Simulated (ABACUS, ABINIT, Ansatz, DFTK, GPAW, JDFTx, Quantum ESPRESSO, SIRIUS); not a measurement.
# LiCl: programs and potentials compared

```
Cl Li
1.0
     0.00000    2.56477    2.56477
     2.56477    0.00000    2.56477
     2.56477    2.56477    0.00000
Cl Li
1 1
Direct
  0.50000 0.50000 0.50000
  0.00000 0.00000 0.00000
```

Alike in all runs: task single point; functional PBE; k mesh 9 × 9 × 9; occupations fermi-dirac, width 0.05 eV; no spin polarisation; no spin-orbit coupling. Pressure is positive in compression and, in plane waves, holds the error of the finite cutoff, which Ansatz's Pulay term estimates and takes out.

```json
{"program and potentials": "SIRIUS, PseudoDojo 0.4.1 PBE standard (scalar relativistic)", "plane-wave cutoff (eV)": "1030", "notes": "5 valence electrons an atom on average", "pressure (GPa)": "0.39"}
{"program and potentials": "ABACUS, PseudoDojo NC SR 0.4.1 PBE standard, plane waves", "plane-wave cutoff (eV)": "1007", "notes": "5 valence electrons an atom on average", "pressure (GPa)": "0.39"}
{"program and potentials": "JDFTx, PseudoDojo-SR-PBE-0.5-standard", "plane-wave cutoff (eV)": "1007", "notes": "5 valence electrons an atom on average", "pressure (GPa)": "0.38"}
{"program and potentials": "ABINIT, JTH PAW PBE v2.0", "plane-wave cutoff (eV)": "680", "notes": "5 valence electrons an atom on average", "pressure (GPa)": "0.37"}
{"program and potentials": "Ansatz, Ansatz PAW (earlier soft set)", "plane-wave cutoff (eV)": "420", "notes": "5 valence electrons an atom on average", "pressure (GPa)": "0.40"}
{"program and potentials": "DFTK, PseudoDojo SR PBE 0.4.1 standard (PBE)", "plane-wave cutoff (eV)": "1007", "notes": "5 valence electrons an atom on average", "pressure (GPa)": "0.39"}
{"program and potentials": "Quantum ESPRESSO, SSSP 1.3 efficiency PBE", "plane-wave cutoff (eV)": "748", "notes": "5 valence electrons an atom on average", "pressure (GPa)": "0.37"}
{"program and potentials": "Ansatz, all-electron LAPW, scalar-relativistic", "plane-wave cutoff (eV)": "-", "notes": "-", "pressure (GPa)": "0.40"}
{"program and potentials": "GPAW, GPAW PAW data sets (gpaw-data 1.2.1)", "plane-wave cutoff (eV)": "800", "notes": "4 valence electrons an atom on average", "pressure (GPa)": "0.51"}
```

The pressure spans 0.37 (Quantum ESPRESSO, SSSP 1.3 efficiency PBE) to 0.51 GPa (GPAW, GPAW PAW data sets (gpaw-data 1.2.1)), with all-electron results at 0.40.

Differences between rows come from potentials, basis sets and numerical settings, since the functional is the same but for its coding. Runs on potential files found faulty are left out.
